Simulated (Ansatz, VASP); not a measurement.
## AlN: VASP beside Ansatz

One calculation is typed for both programs; each brings its own data sets and cutoff. How far apart do they land?

Method: plane waves, with VASP 6.6.1 beside it; single point at PBE, in Ansatz 0.2.0.

The database entry behind the starting cell differs from later determinations by our own check (inner coordinate u about 0.002 short), so it need not match the best structure at ambient conditions.

### 1. The starting structure

The structure is hexagonal, space group P6_3mc (No. 186). Conventional cell: a = 3.113 Å, b = 3.113 Å, c = 4.981 Å, α = 90.00°, β = 90.00°, γ = 120.00°. Nearest to Al lie 4 N at 1.89 Å. N has 4 Al at 1.89 Å nearest. Farther neighbours and most contacts between anions are not listed.

Coordinates:

```cif
data_structure
_symmetry_space_group_name_H-M 'P6_3mc'
_symmetry_Int_Tables_number 186
_cell_length_a 3.1130
_cell_length_b 3.1130
_cell_length_c 4.9810
_cell_angle_alpha 90.000
_cell_angle_beta 90.000
_cell_angle_gamma 120.000
_cell_volume 41.80
loop_
_atom_site_label
_atom_site_type_symbol
_atom_site_symmetry_multiplicity
_atom_site_Wyckoff_symbol
_atom_site_fract_x
_atom_site_fract_y
_atom_site_fract_z
_atom_site_occupancy
Al1 Al 2 b 0.66667 0.33333 0.50000 1
N1 N 2 b 0.66667 0.33333 0.88000 1
```

### 2. Ansatz: single point, PBE

Ansatz runs on its default PAW (the set named soft_2) files.

A single point gives forces, pressure and levels at one fixed geometry, so differences don't come from the geometry; what else differs is listed under the comparison.

The input, input.yaml:

```yaml
crystal:
  lattice:
    - [3.113, 0.0, 0.0]
    - [-1.5565, 2.695937082, 0.0]
    - [0.0, 0.0, 4.981]
  atoms:
    - { symbol: Al, position: [0.6666666667, 0.3333333333, 0.5] }
    - { symbol: Al, position: [0.3333333333, 0.6666666667, 0.0] }
    - { symbol: "N", position: [0.6666666667, 0.3333333333, 0.88] }
    - { symbol: "N", position: [0.3333333333, 0.6666666667, 0.38] }
hamiltonian:
  xc: pbe
  pseudopotentials: { kind: paw }
kpoints:
  mp_grid: { grid: [7, 7, 4] }
scf:
  occupations: { method: gaussian, width: 0.01 }
  n_extra_bands: 5
output:
  forces: true
  stress: true
  eigenvalues: true
```

Run with:

```
> ansatz run input.yaml --threads 2 --pin off --max-ram 4608MiB --backend cpu --events-out ev --progress --plain --runs-dir out
```

Numbers of over 12 decimals in the logs are rounded to 6 here.

What it wrote:

```text
scf.n_extra_bands = 5 over 8 filled bands (N_el = 16.0): the run solves 13 bands
Engine: ansatz 0.2.0, aarch64-unknown-linux-gnu
Pseudopotentials: kind: paw
Pseudopotential: Al, paw, valence charge 3, recommended cutoff 420 eV (normal), Al.paw.azcp
Pseudopotential: N, paw, valence charge 5, recommended cutoff 420 eV (normal), N.paw.azcp
Functional definition: PBE
  parameter kappa = 0.804
  parameter beta = 0.066725
  exchange = pbe_x(kappa = kappa, mu = beta*pi^2/3)
  correlation = pbe_c(beta = beta)
Crystal: 4 atoms, lattice volume = 41.803 Å³
Basis set: ecut = 420 eV, 809 PW (Γ), exchange–correlation on 48×48×72 points (8 copies of the dense FFT grid, shifted against one another)
Bands: 13, of which v1, the nominal top of the filled ones, is band 8 counted from 1 (7 counted from 0)
Symmetry: 12 space group operations
Space group: P63mc (ITA 186), of the structure as read, at distance tolerance 3.5e-5 Å
k-points: 24 of 196 (time reversal used)
Non-local potential: Al, projectors of the file, l = 0: 2, l = 1: 2, l = 2: 1
Non-local potential: N, projectors of the file, l = 0: 2, l = 1: 2, l = 2: 1
PAW form: soft (Blöchl's): semilocal exchange-correlation on the pseudo side does not see the compensation charge
PAW one-centre angular grid: Al, 110 points (default); XC on 64 Gauss nodes
PAW one-centre angular grid: N, 110 points (default); XC on 64 Gauss nodes
Initial density: superposition of atomic densities (neutral atoms: chi_scale 0, normalization atom), corrected by the library's trained network
Initial wavefunctions: pseudopotential atomic-orbital guess
Functional: x = pbe(κ = 0.804, μ = 0.219515), c = pbe(β = 0.066725)
SCF iter   1: F=—  HF=-1848.497249 eV  |F-HF|=—  |Δ(HF+E_count)|=         —  Δρ=8.26e-4  dr2=1.37e-4  ethr=1.77e-3  ⟨swp⟩=6.2  Hψ=2073  notcnv=0
preconditioner: auto → none  [insulator: Δε(μ)=4.209 eV  Ē_g=13.799 eV  σ=0.010 eV  W_gap=1.00  n_scr=2 (ndim 8)  ℏωp=23.0 eV  f_vac=0.000  D(μ)=0.00/eV (n_scr^D=0)  ε∞_Penn≈3.8]
SCF iter   2: F=—  HF=-1848.497584 eV  |F-HF|=—  |Δ(HF+E_count)|=   3.35e-4  Δρ=4.00e-4  dr2=2.18e-5  ethr=8.59e-7  ⟨swp⟩=2.3  Hψ=776  notcnv=0  defer=10
SCF iter   3: F=—  HF=-1848.497443 eV  |F-HF|=—  |Δ(HF+E_count)|=   1.41e-4  Δρ=5.77e-5  dr2=4.88e-7  ethr=1.36e-7  ⟨swp⟩=2.1  Hψ=503  notcnv=0  defer=10
iter 4 did not close the SCF: its close was put off for the readings that it lacked (scf_convergence_deferred on its scf_iter line)
SCF iter   4: F=-1848.497445 eV  HF=-1848.497445 eV  |F-HF|=1.01e-8  |Δ(HF+E_count)|=   1.61e-6  Δρ=8.52e-6  dr2=1.32e-8  ethr=3.05e-9  ⟨swp⟩=2.2  Hψ=460  notcnv=0  defer=10
iter 5 did not close the SCF: its close was put off for the readings that it lacked (scf_convergence_deferred on its scf_iter line)
SCF iter   5: F=-1848.497445 eV  HF=-1848.497445 eV  |F-HF|=2.96e-11  |Δ(HF+E_count)|=   1.20e-8  Δρ=5.94e-7  dr2=6.21e-11  ethr=8.26e-11  ⟨swp⟩=2.7  Hψ=510  notcnv=0  defer=10
SCF iter   6: F=-1848.497445 eV  HF=-1848.497445 eV  |F-HF|=9.09e-13  |Δ(HF+E_count)|=  4.21e-11  Δρ=1.03e-7  dr2=3.12e-12  ethr=1.00e-12  ⟨swp⟩=3.5  Hψ=1352  notcnv=0
SCF 1 converged in 6 iterations: F = -1848.497445 eV  dr2 = 3.12e-12
  greatest PAW one-centre occupation: 0.788 electrons in one spin orbital (limit 2), on the N atom at site 2 (counted from 0), in its partial waves of l = 0
SCF converged after 6 iterations
Free energy (F): -1848.497445 eV
Harris-Foulkes:  -1848.497445 eV  (|F-HF|=9.09e-13)
Internal energy: -1848.497445 eV  (E = F + TS)
E sigma→0 (E₀):  -1848.497445 eV
Fermi energy:    9.226108 eV
--- Per-component energies (eV) ---
  E_band       = 30.377975
  E_kinetic    = 318.956426
  E_local      = -448.273249  (includes V_loc(G=0)·N_el)
  E_nonlocal   = 110.842602
  E_hartree    = 155.687961
  E_xc         = -203.726148
  E_vxc        = -215.995576  (∫ρ·V_xc dr)
  E_paw        = -1190.321961  (= ΣΔE_a)
  E_vpaw       = -46.528362  (= ΣTr[D̂ρ^β])
  E_aug_tail   = 0.000194  (compensation charges beyond the density's cutoff)
  E_ewald      = -591.663270
  E_smearing   = -0.000000  (= −TS)
  E_closure    = -0.000000  (closes the sum)
  Σ components = -1848.497445   (vs F -1848.497445, Δ=0.00e0)
--- Forces (eV/Å), atoms counted from 1 ---
  atom   1  Al     0.00000000     0.00000000    -0.12939526
  atom   2  Al     0.00000000    -0.00000000    -0.12939526
  atom   3  N     -0.00000000    -0.00000000     0.12937592
  atom   4  N     -0.00000000     0.00000000     0.12937592
  max |Σ_I F_I| component: 3.87e-5 eV/Å
--- Stress (GPa, compression-positive) ---
        3.190675      -0.000000      -0.000000
       -0.000000       3.190675       0.000000
       -0.000000       0.000000       4.769285
  P = ⅓ Tr σ = 3.7169 GPa (37.169 kbar)
--- Band table (eV; the first three rows and the last of 24) ---
  k-point 0: bands = [... 4 lower, 6.2907, 6.9401, 6.9401, 7.1198, 11.3325, 13.7885, 17.7303, 18.2933, ... 1 higher]
  k-point 1: bands = [... 4 lower, 6.3811, 6.3811, 6.8402, 6.8402, 12.2877, 13.9055, 17.4019, 18.2603, ... 1 higher]
  k-point 2: bands = [... 4 lower, 6.6057, 6.6057, 6.6057, 6.6057, 13.5858, 13.5858, 17.4712, 17.4712, ... 1 higher]
  k-point 23: bands = [... 4 lower, 3.6825, 3.6825, 6.2851, 6.2851, 14.0584, 14.0584, 15.6199, 15.6199, ... 1 higher]
```

The job ended after 0.98 s (2 threads of Arm Neoverse V2, shared host; peak memory 0.27 GiB).

The column dr2 measures how far the density is from self-consistency, as an energy; F and HF (Harris–Foulkes) agree once it is small.

The run ends at a pressure of 3.72 GPa, with forces up to 0.13 eV/Å.

### 3. VASP: single point, PBE

The same cell, functional, mesh and smearing now go to VASP, with its own data sets and cutoff.

Lines of VASP's logs that name or quote its potential files are left out, and so is its time.

The input, INCAR:

```
SYSTEM = AlN
PREC = Accurate
ENCUT = 520
EDIFF = 1E-07
NELM = 100
ISMEAR = 0
SIGMA = 0.01
LREAL = .FALSE.
ALGO = Normal
GGA = PE
NBANDS = 14
LORBIT = 11
LWAVE = .FALSE.
LCHARG = .FALSE.
KPAR = 2
```

The input, POSCAR:

```
AlN
1.0
    3.1130000000      0.0000000000      0.0000000000
   -1.5565000000      2.6959370820      0.0000000000
    0.0000000000      0.0000000000      4.9810000000
Al N
2 2
Direct
    0.6666666667      0.3333333333      0.5000000000
    0.3333333333      0.6666666667      0.0000000000
    0.6666666667      0.3333333333      0.8800000000
    0.3333333333      0.6666666667      0.3800000000
```

The input, KPOINTS:

```
Automatic mesh
0
Gamma
7 7 4
0 0 0
```

The projector-augmented-wave data sets are Al and N (PBE family, release 64).

Run with:

```
> mpirun -np 2 vasp_std
```

What it wrote:

```text
[banner, memory and clock lines left out]
running    2 mpi-ranks, on    1 nodes
 distrk:  each k-point on    1 cores,    2 groups
 distr:  one band on    1 cores,    1 groups

 POSCAR found type information on POSCAR AlN
 POSCAR found :  2 types and       4 ions
 LDA part: xc-table for (Slater+PW92), standard interpolation
 POSCAR, INCAR and KPOINTS ok, starting setup
 FFT: planning ... GRIDC
 FFT: planning ... GRID_SOFT
 FFT: planning ... GRID
 WAVECAR not read
 entering main loop
       N       E                     dE             d eps       ncg     rms          rms(c)
DAV:   1     0.452903657220E+02    0.45290E+02   -0.75661E+03   672   0.103E+03
DAV:   2    -0.306662722959E+02   -0.75957E+02   -0.69325E+02   948   0.201E+02
DAV:   3    -0.344911347701E+02   -0.38249E+01   -0.38095E+01   912   0.478E+01
DAV:   4    -0.345178144276E+02   -0.26680E-01   -0.26677E-01   756   0.464E+00
DAV:   5    -0.345181567473E+02   -0.34232E-03   -0.34230E-03   900   0.526E-01    0.122E+01
DAV:   6    -0.297587550898E+02    0.47594E+01   -0.13170E+01   816   0.271E+01    0.423E+00
DAV:   7    -0.297826432086E+02   -0.23888E-01   -0.71531E-01   750   0.621E+00    0.293E+00
DAV:   8    -0.297756415414E+02    0.70017E-02   -0.69781E-02   756   0.257E+00    0.525E-01
DAV:   9    -0.297704141246E+02    0.52274E-02   -0.17367E-02   906   0.968E-01    0.244E-01
DAV:  10    -0.297711004819E+02   -0.68636E-03   -0.29801E-03   762   0.355E-01    0.136E-01
DAV:  11    -0.297709899179E+02    0.11056E-03   -0.29203E-04   846   0.130E-01    0.333E-02
DAV:  12    -0.297709928922E+02   -0.29743E-05   -0.16489E-05   816   0.335E-02    0.900E-03
DAV:  13    -0.297709927198E+02    0.17242E-06   -0.64180E-06   864   0.193E-02    0.601E-03
DAV:  14    -0.297709926421E+02    0.77679E-07   -0.51505E-07   810   0.636E-03
   1 F= -.29770993E+02 E0= -.29770993E+02  d E =-.437577E-22
```

From OUTCAR (step 3):

```text
ion  position               nearest neighbor table
   1  0.667  0.333  0.500-   3 1.89   4 1.89   4 1.89   4 1.89   2 3.07   2 3.07   2 3.07   2 3.07
                             2 3.07   2 3.07
   2  0.333  0.667  0.000-   4 1.89   3 1.89   3 1.89   3 1.89   1 3.07   1 3.07   1 3.07   1 3.07
                             1 3.07   1 3.07
   3  0.667  0.333  0.880-   1 1.89   2 1.89   2 1.89   2 1.89
   4  0.333  0.667  0.380-   2 1.89   1 1.89   1 1.89   1 1.89

  LATTYP: Found a hexagonal cell.
 ALAT       =     3.1130000000
 C/A-ratio  =     1.6000642467

 Subroutine GETGRP returns: Found 12 space group operations
 (whereof  6 operations were pure point group operations)

The static configuration has the point symmetry C_3v.
 The point group associated with its full space group is C_6v.

 Found     24 irreducible k-points:

   k-points           NKPTS =     24   k-points in BZ     NKDIM =     24   number of bands    NBANDS=     14

   dimension x,y,z NGX =    24 NGY =   24 NGZ =   40
   dimension x,y,z NGXF=    48 NGYF=   48 NGZF=   80

   ENCUT  =  520.0 eV  38.22 Ry    6.18 a.u.   5.79  5.79  9.26*2*pi/ulx,y,z

   NELECT =      16.0000    total number of electrons

 k-points in reciprocal lattice and weights: Automatic mesh
   0.00000000  0.00000000  0.00000000       0.005
   0.14285714  0.00000000  0.00000000       0.031
   0.28571429  0.00000000  0.00000000       0.031
   0.42857143  0.00000000  0.00000000       0.031
   0.14285714  0.14285714  0.00000000       0.031
   0.28571429  0.14285714  0.00000000       0.061
   0.42857143  0.14285714  0.00000000       0.031
   0.28571429  0.28571429  0.00000000       0.031
   0.00000000  0.00000000  0.25000000       0.010
[...]
0.42857143  0.14285714  0.50000000       0.031
   0.28571429  0.28571429  0.50000000       0.031

 average (electrostatic) potential at core
       1 -71.6760       2 -71.6760       3 -59.9410       4 -59.9410

 E-fermi :   6.1859

 k-point     1 :       0.0000    0.0000    0.0000
  band No.  band energies     occupation
    ...
      4       5.2901      2.00000
      5       5.2901      2.00000
      6       5.9422      2.00000
      7       5.9422      2.00000
      8       6.1218      2.00000
      9      10.3452      0.00000
     10      12.7859      0.00000
     11      16.7366      0.00000
     12      17.2868      0.00000
     13      17.2868      0.00000
    ...

 k-point     2 :       0.1429    0.0000    0.0000
  band No.  band energies     occupation
    ...
      4       4.1929      2.00000
      5       4.9228      2.00000
      6       4.9852      2.00000
      7       5.8886      2.00000
      8       6.0006      2.00000
      9      11.3695      0.00000
     10      13.6751      0.00000
     11      15.6645      0.00000
     12      16.0596      0.00000
     13      18.0063      0.00000
    ...

 k-point     3 :       0.2857    0.0000    0.0000
  band No.  band energies     occupation
    ...
      4       2.2241      2.00000
      5       3.3015      2.00000
      6       4.4559      2.00000
      7       5.5222      2.00000
      8       5.6801      2.00000
      9      12.4393      0.00000
     10      13.3711      0.00000
     11      14.0574      0.00000
     12      16.3873      0.00000
     13      17.6806      0.00000
    ...

  Total        0.7585209      0.7585209      1.1881665      0.0000000      0.0000000      0.0000000
  in kB       29.0718536     29.0718536     45.5388941      0.0000000      0.0000000      0.0000000
  external PRESSURE =      34.5608671 kB  Pullay stress =       0.0000000 kB

  energy-cutoff  :      520.00
  volume of cell :       41.80
      direct lattice vectors                 reciprocal lattice vectors
     3.113000000  0.000000000  0.000000000     0.321233537  0.185464269  0.000000000
    -1.556500000  2.695937082  0.000000000     0.000000000  0.370928538  0.000000000
     0.000000000  0.000000000  4.981000000     0.000000000  0.000000000  0.200762899

 POSITION                                       TOTAL-FORCE (eV/Angst)
 -----------------------------------------------------------------------------------
      1.55650      0.89865      2.49050         0.000000     -0.000000     -0.129098
     -0.00000      1.79729      0.00000        -0.000000      0.000000     -0.129098
      1.55650      0.89865      4.38328         0.000000     -0.000000      0.129098
     -0.00000      1.79729      1.89278        -0.000000      0.000000      0.129098
 -----------------------------------------------------------------------------------
    total drift:                               -0.000000     -0.000000      0.000388

  FREE ENERGIE OF THE ION-ELECTRON SYSTEM (eV)
  ---------------------------------------------------
  free  energy   TOTEN  =       -29.7709926421 eV

  energy  without entropy=      -29.7709926421  energy(sigma->0) =      -29.77099264

 total charge
# of ion       s       p       d       tot
------------------------------------------
    1        0.369   0.440   0.000   0.809
    2        0.369   0.440   0.000   0.809
    3        1.223   2.641   0.000   3.863
    4        1.223   2.641   0.000   3.863
--------------------------------------------------
tot          3.183   6.162   0.000   9.344

[... 3 further parts left out ...]
```

The run ends at a pressure of 3.46 GPa, with forces up to 0.13 eV/Å.

### 4. Differences

Known differences besides the potentials themselves: the cutoff is 420 eV in Ansatz and 520 eV in VASP; VASP leaves aspherical gradient terms in its spheres out (LASPH is not set), Ansatz keeps them. Total energies have different zeros and are not compared.

Both answers:

```csv
quantity,Ansatz,VASP,difference
pressure (GPa),3.72,3.46,+0.26
pressure without Ansatz's Pulay correction (GPa),3.22,3.46,-0.24
gap on the k mesh (eV),4.213,4.223,-0.011
```

Forces (eV/Å; atoms numbered as in POSCAR):

```csv
atom,"Ansatz x, y, z","VASP x, y, z"
Al1,"0.000, 0.000, -0.129","0.000, 0.000, -0.129"
Al2,"0.000, 0.000, -0.129","0.000, 0.000, -0.129"
N3,"0.000, 0.000, 0.129","0.000, 0.000, 0.129"
N4,"0.000, 0.000, 0.129","0.000, 0.000, 0.129"
```

The forces differ by 0.2 meV/Å r.m.s., which is 0.2 % of the r.m.s. force of 0.07 eV/Å (both taken over all components). A gap on the mesh is an upper bound, since the band edges may lie between its points. Ansatz's pressure holds a Pulay correction of 0.50 GPa; VASP's holds none.

### 5. Results

```json
{
  "r.m.s. force difference (single point, PBE)": "0.17 meV/Å"
}
```

The r.m.s. force difference is 0.17 meV/Å (single point, PBE), within the 12 meV/Å picked in this series as the mark of a large difference. How closely two codes agree says nothing of how well the functional describes the real material.

[Lines on the potential files, build, host, timing and source positions are cut from VASP's logs without a mark.]

[Logs are printed without paths, hosts, clocks, repeated set-up lines and the standing remarks that a program may print on its own settings, such as how far it seeks lower states.]

[Hosts, paths, dates, database ids (printed as entryN), source tags and the programs' standing remarks are cut or masked in the printed files.]
